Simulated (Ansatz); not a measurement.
Set up this calculation in Ansatz 0.2.0, as the native input.

```
Task                : single point
Functional          : PBEsol
Potentials or basis : Ansatz PAW
Cutoff              : 420 eV (not typed: the program's choice for these potentials)
k mesh              : 9 × 9 × 9
Occupations         : fermi-dirac, width 0.05 eV
Spin                : collinear spin, antiferromagnetic start
Starting moments    : [4.0, -4.0, 0.0, 0.0] μB
Hubbard terms       : Mn d U = 3 eV
Hubbard projectors  : ortho-atomic (the default)
Double counting     : fll (the default)
```

Crystal: MnS.

```xyz
4
Lattice="-1.8300 -1.0565 5.9418 1.8300 -1.0565 5.9418 0.0000 2.1131 5.9418" Properties=species:S:1:pos:R:3 pbc="T T T"
Mn    0.0000    0.0000    0.0000
Mn    0.0000    0.0000    8.9128
S     0.0000    0.0000    4.4564
S     0.0000    0.0000   13.3691
```

The cell is a database's computed one.

The cell isn't the ideal one: another cell of the same crystal, with 4 atoms.

One way to write it, as run:

input.yaml

```yaml
crystal:
  lattice:
    - [-1.8299960138, -1.0565486911, 5.9418405554]
    - [1.8299960138, -1.0565486911, 5.9418405554]
    - [0.0, 2.1130973824, 5.9418405554]
  atoms:
    - { symbol: Mn, position: [0.0, 0.0, 0.0], spin: 4.0 }
    - { symbol: Mn, position: [0.5, 0.5, 0.5], spin: -4.0 }
    - { symbol: S, position: [0.25, 0.25, 0.25] }
    - { symbol: S, position: [0.75, 0.75, 0.75] }
hamiltonian:
  xc: pbesol
  pseudopotentials: { kind: paw }
  hubbard: { sites: [{ species: Mn, l: d, u_eff: 3.0 }] }
magnetization:
  spin_polarized: true
kpoints:
  mp_grid: { grid: [9, 9, 9] }
scf:
  occupations: { method: fermi_dirac, width: 0.05 }
output:
  forces: true
  stress: true
  eigenvalues: true
```

Potentials or basis: Ansatz PAW.

The run is started by

```console
$ ansatz run input.yaml --threads 2 --pin off --max-ram 5632MiB --backend cpu --events-out ev --progress --plain --runs-dir out
```

Results of the run:

```yaml
Pressure: 0.0 GPa
Band_gap_on_the_k_mesh: 2.08 eV
Net_moment: 0.00 μB per cell
Absolute_moment: 9.29 μB per cell
Site_moments: Mn +4.33, -4.33; S -0.00 μB
```

Caveat: the magnetic or orbital state may not be the lowest; odd divisions of the mesh miss points on the zone boundary, where band edges often lie, so the gap on the mesh can be too wide; the PAW data sets come from PBE, with cores solved anew for the run's functional, which leaves a small shift of forces and pressure.

Wall time 20 s on 2 threads of Arm Neoverse V1 (shared host), peak memory 0.65 GiB.
